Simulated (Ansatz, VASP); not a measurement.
**Two plane-wave programs on MgSe**

The input INCAR:

```
PREC = Accurate ; ENCUT = 520
EDIFF = 1E-8 ; ISMEAR = -1
SIGMA = 0.01 ; LREAL = F
LASPH = T ; NELM = 60
ALGO = Fast ; ISIF = 2
LWAVE = F ; LCHARG = F
GGA = PS ; LEFG = T
NBANDS = 11
```

Contents of KPOINTS:

```
Automatic mesh
0
Gamma
  10 10 10
```

The input POSCAR:

```
MgSe
1.0
    0.0000000000      2.7337235204      2.7337235204
    2.7337235204      0.0000000000      2.7337235204
    2.7337235204      2.7337235204      0.0000000000
Mg Se
1 1
Direct
    0.0000000000      0.0000000000      0.0000000000
    0.5000000000      0.5000000000      0.5000000000
```

Input for Ansatz:

```yaml
crystal:
  lattice:
    - [0.0, 2.7337235204, 2.7337235204]
    - [2.7337235204, 0.0, 2.7337235204]
    - [2.7337235204, 2.7337235204, 0.0]
  atoms:
    - { symbol: Mg, position: [0.0, 0.0, 0.0] }
    - { symbol: Se, position: [0.5, 0.5, 0.5] }
kpoints:
  mp_grid: { grid: [10, 10, 10] }
  band_path:
    path:
      - [0.0, 0.0, 0.0]
      - [0.5, 0.0, 0.5]
      - [0.625, 0.25, 0.625]
      - [0.375, 0.375, 0.75]
      - [0.0, 0.0, 0.0]
      - [0.5, 0.5, 0.5]
      - [0.5, 0.25, 0.75]
      - [0.5, 0.0, 0.5]
    npoints: 5
scf:
  occupations: { method: fermi_dirac, width: 0.01 }
hamiltonian:
  xc: pbesol
  pseudopotentials: { kind: paw }
output:
  forces: true
  stress: true
  eigenvalues: true
  efg: { contact_densities: true }
```

Alike in both runs: task electric field gradients; functional PBEsol; k mesh 10 × 10 × 10; occupations fermi-dirac, width 0.01 eV; no spin polarisation.

|  | VASP | Ansatz |
| --- | --- | --- |
| version | VASP 6.6.1 | Ansatz 0.2.0 |
| potentials or method | VASP PAW PBE potentials, release 64 (Mg, Se) | PAW with Ansatz's default frozen-core files, scalar-relativistic |
| plane-wave cutoff (eV) | 520 | 420 |
| valence electrons in the cell | 8 | 26 |

|  | VASP | Ansatz | Ansatz less VASP |
| --- | --- | --- | --- |
| gap on the k mesh at the Fermi level (eV) | 1.75 | 1.76 | +0.013 |
| pressure (GPa) | -0.7 | -0.6 | +0.06 |
| Vzz of the field gradient on the site that differs most (V/Å²) | 0.0 | 0.0 | 0.00 |

The functional is the same, so the differences come from potentials, cutoffs and numerics. The two sets of potentials don't hold the same shells in valence.

Caveats: the PAW data sets were made with another functional, which shifts forces and pressure a little (VASP). Expect the measured gap to be larger: semilocal functionals such as PBEsol lack the derivative discontinuity. A k mesh can miss the band edges.
